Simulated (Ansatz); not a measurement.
# Cu (simple hexagonal type): how the settings move a single-point run

Aim: see which settings change the result for Cu (simple hexagonal type), by how much, and at what cost.

Method: reference: DFT, PBE, norm-conserving pseudopotentials, Ansatz's default files, scalar-relativistic, in Ansatz 0.2.0.

## 1. The starting structure

It takes space group P6/mmm (No. 191, hexagonal). Conventional cell: a = 2.425 Å, b = 2.425 Å, c = 2.350 Å, α = 90.00°, β = 90.00°, γ = 120.00°. Cu (site symmetry 6/mmm) is surrounded by 8 Cu at 2.35 to 2.43 Å.

As a file:

```cif
data_structure
_symmetry_space_group_name_H-M 'P 1'
_symmetry_Int_Tables_number 1
_cell_length_a 2.4253
_cell_length_b 2.4253
_cell_length_c 2.3498
_cell_angle_alpha 90.000
_cell_angle_beta 90.000
_cell_angle_gamma 120.000
_cell_volume 11.97
loop_
_atom_site_label
_atom_site_type_symbol
_atom_site_fract_x
_atom_site_fract_y
_atom_site_fract_z
_atom_site_occupancy
Cu1 Cu 0.00000 0.00000 0.00000 1
```

## 2. The reference run

input.yaml

```yaml
crystal:
  lattice:
    - [2.4253202321, 0.0, 0.0]
    - [-1.2126601161, 2.1003889333, 0.0]
    - [0.0, 0.0, 2.3497805056]
  atoms:
    - { symbol: Cu, position: [0.0, 0.0, 0.0] }
kpoints:
  mp_grid: { grid: [17, 17, 16] }
scf:
  occupations: { method: fermi_dirac, width: 0.05 }
hamiltonian:
  xc: pbe
  pseudopotentials: { kind: nc }
output:
  forces: true
  stress: true
  eigenvalues: true
```

Command:

```bash
$ ansatz run input.yaml --threads 1 --pin off --max-ram 2048MiB --backend cpu --events-out ev --progress --plain --runs-dir out
```

From the output:

```text
[...]
Basis set: ecut = 1251.723767 eV, 1183 PW (Γ), exchange–correlation on 60×60×60 points (8 copies of the dense FFT grid, shifted against one another)
[...]
k-points: 297 of 4624
[...]
SCF iter   1: F=—  HF=-5164.079388 eV  |F-HF|=—  |Δ(HF+E_count)|=         —  Δρ=2.03e-1  dr2=3.19e0  ethr=3.10e-3  ⟨swp⟩=4.9  Hψ=21180  notcnv=0
preconditioner: auto → none  [metal: Δε(μ)=0.060 eV  Ē_g=16.300 eV  σ=0.050 eV  W_gap=0.27  n_scr=2 (ndim 8)  ℏωp=35.6 eV  f_vac=0.000  D(μ)=0.42/eV (n_scr^D=0)  sad-step TF]
SCF iter   2: F=—  HF=-5163.366184 eV  |F-HF|=—  |Δ(HF+E_count)|=   7.13e-1  Δρ=5.47e-2  dr2=8.94e-2  ethr=3.10e-3  ⟨swp⟩=3.7  Hψ=10801  notcnv=0  defer=83
[...]
SCF iter   5: F=—  HF=-5163.343259 eV  |F-HF|=—  |Δ(HF+E_count)|=   1.22e-5  Δρ=1.71e-4  dr2=1.74e-6  ethr=4.12e-7  ⟨swp⟩=1.8  Hψ=5613  notcnv=0  defer=83
SCF iter   6: F=-5163.343258 eV  HF=-5163.343258 eV  |F-HF|=7.18e-9  |Δ(HF+E_count)|=   3.49e-7  Δρ=2.20e-5  dr2=2.34e-8  ethr=5.26e-10  ⟨swp⟩=7.0  Hψ=19356  notcnv=0
[...]
SCF converged after 6 iterations
Free energy (F): -5163.343258 eV
[...]
E sigma→0 (E₀):  -5163.342286 eV
[...]
Fermi energy:    16.987152 eV
[...]
  P = ⅓ Tr σ = 12.1763 GPa (121.763 kbar)
[...]
```

It took 11 s on 1 thread of Arm Neoverse V1, shared host; peak memory 0.37 GiB.

## 3. Changing settings: ecutwfc 700 eV

input.yaml, as its differences from that of step 2:

```diff
@@ -18 +18,3 @@
   eigenvalues: true
+basis:
+  ecutwfc: "700 eV"
```

Command:

```bash
$ ansatz run input.yaml --threads 1 --pin off --max-ram 2048MiB --backend cpu --events-out ev --progress --plain --runs-dir out
```

The program printed:

```text
Warning: basis.ecutwfc = 700 eV is below the records' recommended 1251.723767 eV, and the density's cutoff is lower with it unless basis.ecutrho_ratio is high enough to keep the records' density cutoff: compare with a run at a higher cutoff
Engine: ansatz 0.2.0
Pseudopotentials: kind: nc
Pseudopotential: Cu, nc, valence charge 19, recommended cutoff 1251.723767 eV (normal), Cu.nc.azcp
Functional definition: PBE
  parameter kappa = 0.804
  parameter beta = 0.06672455060314922
  exchange = pbe_x(kappa = kappa, mu = beta*pi^2/3)
  correlation = pbe_c(beta = beta)
Crystal: 1 atoms, lattice volume = 11.970 Å³
Basis set: ecut = 700 eV, 515 PW (Γ), exchange–correlation on 48×48×48 points (8 copies of the dense FFT grid, shifted against one another)
Bands: 14, of which v1, the nominal top of the filled ones, is band 10 counted from 1 (9 counted from 0)
Symmetry: 24 space group operations
Space group: P6/mmm (ITA 191), of the structure as read, at distance tolerance 2.3e-5 Å
k-points: 297 of 4624
Non-local potential: Cu, projectors of the file, l = 0: 2, l = 1: 2, l = 2: 2, l = 3: 1
Initial density: superposition of atomic densities (chi_scale 0.1, normalization cell)
Initial wavefunctions: pseudopotential atomic-orbital guess
Functional: x = pbe(κ = 0.804, μ = 0.2195149727645171), c = pbe(β = 0.06672455060314922)
SCF iter   1: F=—  HF=-5152.555477 eV  |F-HF|=—  |Δ(HF+E_count)|=         —  Δρ=3.94e-1  dr2=1.01e1  ethr=3.10e-3  ⟨swp⟩=5.2  Hψ=19950  notcnv=0
preconditioner: auto → none  [metal: Δε(μ)=0.014 eV  Ē_g=16.091 eV  σ=0.050 eV  W_gap=0.07  n_scr=2 (ndim 8)  ℏωp=35.6 eV  f_vac=0.000  D(μ)=0.62/eV (n_scr^D=8)  sad-step TF]
SCF iter   2: F=—  HF=-5150.026953 eV  |F-HF|=—  |Δ(HF+E_count)|=    2.53e0  Δρ=1.00e-1  dr2=1.07e-1  ethr=3.10e-3  ⟨swp⟩=3.0  Hψ=11828  notcnv=0  defer=82
SCF iter   3: F=—  HF=-5150.027111 eV  |F-HF|=—  |Δ(HF+E_count)|=   1.57e-4  Δρ=4.72e-2  dr2=2.36e-2  ethr=5.64e-4  ⟨swp⟩=2.0  Hψ=7421  notcnv=0  defer=100
SCF iter   4: F=—  HF=-5150.030232 eV  |F-HF|=—  |Δ(HF+E_count)|=   3.12e-3  Δρ=1.61e-3  dr2=1.55e-4  ethr=1.24e-4  ⟨swp⟩=2.0  Hψ=5782  notcnv=0  defer=100
SCF iter   5: F=—  HF=-5150.030211 eV  |F-HF|=—  |Δ(HF+E_count)|=   2.08e-5  Δρ=2.88e-4  dr2=4.86e-6  ethr=8.17e-7  ⟨swp⟩=2.8  Hψ=6801  notcnv=0  defer=100
SCF iter   6: F=—  HF=-5150.030126 eV  |F-HF|=—  |Δ(HF+E_count)|=   8.53e-5  Δρ=1.55e-5  dr2=1.45e-8  ethr=5.26e-10  ⟨swp⟩=5.3  Hψ=21264  notcnv=0
SCF iter   7: F=-5150.030126 eV  HF=-5150.030126 eV  |F-HF|=3.76e-10  |Δ(HF+E_count)|=   1.52e-9  Δρ=3.05e-6  dr2=5.69e-10  ethr=7.65e-11  ⟨swp⟩=2.0  Hψ=12987  notcnv=0
SCF 1 converged in 7 iterations: F = -5150.030126 eV  dr2 = 5.69e-10
SCF converged after 7 iterations
Free energy (F): -5150.030126 eV
Harris-Foulkes:  -5150.030126 eV  (|F-HF|=3.76e-10)
Internal energy: -5150.028209 eV  (E = F + TS)
E sigma→0 (E₀):  -5150.029167 eV
Entropy (-TS):   -0.001917 eV (-1.917 meV/atom)
Fermi energy:    16.902510 eV
--- Per-component energies (eV) ---
  E_band       = -372.963356
  E_kinetic    = 2331.716779
  E_local      = -4263.632728  (includes V_loc(G=0)·N_el)
  E_nonlocal   = -888.780006
  E_hartree    = 1550.186551
  E_xc         = -631.073012
  E_vxc        = -652.642022  (∫ρ·V_xc dr)
  E_ewald      = -3248.445793
  E_smearing   = -0.001917  (= −TS)
  E_closure    = 0.000000  (closes the sum)
  Σ components = -5150.030126   (vs F -5150.030126, Δ=0.00e0)
--- Forces (eV/Å), atoms counted from 1 ---
  atom   1  Cu    -0.00000000     0.00000000     0.00000000
  max |Σ_I F_I| component: 8.22e-33 eV/Å
--- Stress (GPa, compression-positive) ---
      -11.529238       0.000000       0.000000
       -0.000000     -11.529238       0.000000
        0.000000       0.000000     -10.162189
  P = ⅓ Tr σ = -11.0736 GPa (-110.736 kbar)
--- Band table (eV; the first three rows and the last of 297) ---
  k-point 0: bands = ["-98.6327", "-54.6728", "-54.6728", "-54.6099", "7.7596", "12.5971", "13.8021", "13.8021", "15.1072", "15.1072", "34.6423", "40.0560", "40.2818", "41.9783"]
  k-point 1: bands = ["-98.6331", "-54.7296", "-54.6736", "-54.6736", "7.8688", "12.4483", "13.8120", "13.8120", "15.0580", "15.0580", "33.1664", "40.3812", "41.4296", "42.1417"]
  k-point 2: bands = ["-98.6277", "-54.5541", "-54.5541", "-54.4820", "8.1963", "12.7235", "13.9439", "13.9439", "15.4395", "15.4395", "30.6626", "40.6782", "42.7374", "42.7374"]
  k-point 296: bands = ["-98.5992", "-54.7464", "-54.7145", "-54.6910", "12.8037", "13.0745", "13.7913", "14.2100", "15.7065", "25.1768", "25.8069", "27.5291", "29.9671", "30.8922"]
```

Run time: 5.9 s. Hardware: 1 thread of Arm Neoverse V1, shared host; peak memory 0.28 GiB.

Changing the cutoff moves the energy by +13.31 eV/atom, and the pressure goes from 12.2 to -11.1 GPa. The lower cutoff gives the higher energy: the smaller basis describes the state less well. The log warns that the cutoff is under what these potentials recommend, so the shift is basis error. Cost: 7 SCF cycles against 6, 5.9 s against 11 s.

## 4. Comparison

```
              run     ending   energy change  pressure (GPa)  gap (eV)  force (eV/Å)  cycles   time
        reference  converged               0            12.2      0.00          0.00       6   11 s
1: ecutwfc 700 eV  converged  +13.31 eV/atom           -11.1      0.00          0.00       7  5.9 s
```

Residual by cycle in the longest SCF loop of each run; runs are numbered as in the table. The quantity is the density residual dr2, in eV.

```
cycle  reference    run 1
    1       3.19     10.1
    2     0.0894    0.107
    3     0.0166   0.0236
    4     7.8e-5   1.5e-4
    5     1.7e-6   4.9e-6
    6     2.3e-8   1.5e-8
    7          -  5.7e-10
```

What this shows: Changing the cutoff moves the energy by +13.31 eV/atom, and the pressure goes from 12.2 to -11.1 GPa. The log warns that the cutoff is under what these potentials recommend, so the shift is basis error. Cost: 7 SCF cycles against 6, 5.9 s against 11 s. Run 1 ran under the cutoff that the potentials recommend, as the log warns, so basis error is mixed into its values. The structure is not at rest: the sound run finds 12 GPa, so these are no properties of the relaxed crystal. 
